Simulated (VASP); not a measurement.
Set up this calculation in VASP 6.6.1, as the native input.

```
Task                   : optical spectrum
Functional             : BLYP
Potentials or basis    : VASP PAW PBE potentials, release 64 (Mn_pv, O)
Cutoff                 : 520 eV
k mesh                 : 9 × 7 × 5
Occupations            : fermi-dirac, width 0.05 eV
Spin                   : collinear spin, zero start
Starting moments       : [0.0, 0.0, 0.0, 0.0, 0.0, 0.0] μB
Further INCAR settings : ALGO = Fast; EDIFF = 1e-06; NBANDS = 49
```

The structure of MnO2 lies in MnO2.cif:

```cif
data_MnO2
_cell_length_a 2.90415800
_cell_length_b 3.84481000
_cell_length_c 6.16426400
_cell_angle_alpha 90.00000000
_cell_angle_beta 90.00000000
_cell_angle_gamma 90.00000000
_space_group_name_H-M_alt 'Pmmn'
_space_group_name_Hall 'P 2 2ab -1ab'
_space_group_IT_number 59
loop_
_space_group_symop_operation_xyz
'x,y,z'
'-x,-y,z'
'x+1/2,-y+1/2,-z'
'-x+1/2,y+1/2,-z'
'-x+1/2,-y+1/2,-z'
'x+1/2,y+1/2,-z'
'-x,y,z'
'x,-y,z'
loop_
_atom_site_label
_atom_site_type_symbol
_atom_site_symmetry_multiplicity
_atom_site_Wyckoff_symbol
_atom_site_fract_x
_atom_site_fract_y
_atom_site_fract_z
_atom_site_occupancy
Mn1 Mn 2 a 0.5000000000 0.5000000000 0.3433015000 1
O1 O 2 b 0.5000000000 0.0000000000 0.8375675000 1
O2 O 2 b 0.5000000000 0.0000000000 0.4217995000 1
```

The structure of MnO2 lies in POSCAR:

```
Mn O 
 1.0000000000000000
     2.9041579999999998    0.0000000000000000    0.0000000000000000
     0.0000000000000000    3.8448099999999998    0.0000000000000000
     0.0000000000000000    0.0000000000000000    6.1642640000000002
 Mn  O  
   2   4
Cartesian
  1.4520789999999999  1.9224049999999999  2.1162010775960001
  0.0000000000000000  0.0000000000000000  4.0480629224040010
  1.4520789999999999  0.0000000000000000  5.1629871878200007
  0.0000000000000000  1.9224049999999999  1.0012768121800000
  1.4520789999999999  0.0000000000000000  2.6000834730680000
  0.0000000000000000  1.9224049999999999  3.5641805269320002
```

Measurements of this composition are mostly on another form, of space group No. 136.

The input as run:

INCAR

```
PREC = Accurate
ENCUT = 520
EDIFF = 1E-6
ISMEAR = -1
SIGMA = 0.05
LREAL = False
LASPH = True
NELM = 150
ALGO = Fast
ISIF = 2
LWAVE = False
LCHARG = False
ISPIN = 2
MAGMOM = 0 0 0 0 0 0
LORBIT = 11
LMAXMIX = 4
GGA = B5
ALDAX = 1.0
AGGAX = 1.0
AGGAC = 1.0
ALDAC = 0.0
LOPTICS = True
NBANDS = 49
NEDOS = 2000
CSHIFT = 0.1
```

KPOINTS

```
Automatic mesh
0
Gamma
  9 7 5
```

Potentials or basis: VASP PAW PBE potentials, release 64 (Mn_pv, O).

Run with:

```console
$ ase convert -i cif -o vasp MnO2.cif POSCAR
$ cat potpaw_PBE.64/Mn_pv/POTCAR potpaw_PBE.64/O/POTCAR > POTCAR
$ mpirun -np 1 vasp_std > vasp.out
```

It gave:

* Pressure: -9.9 GPa
* Largest force: 2.429 eV/Å
* Band gap on the k mesh: none (metal or under the smearing width)
* Net moment: 0.00 μB per cell
* Valence electrons inside the program's atomic spheres: Mn 11.69; O 4.89, 4.99

Caveat: spectra need much finer meshes, so this one isn't converged; these spectra lack excitons; the intraband (Drude) part of a metal's response may be missing; the PAW data sets were made with another functional, which shifts forces and pressure a little; semilocal functionals often make such compounds metallic where correlation or magnetic order opens a gap, which also shifts bond lengths.

Wall time 3.7 min on 1 thread of Intel(R) Xeon(R) 6975P-C (Granite Rapids), with other jobs on the host, peak memory 0.76 GiB.
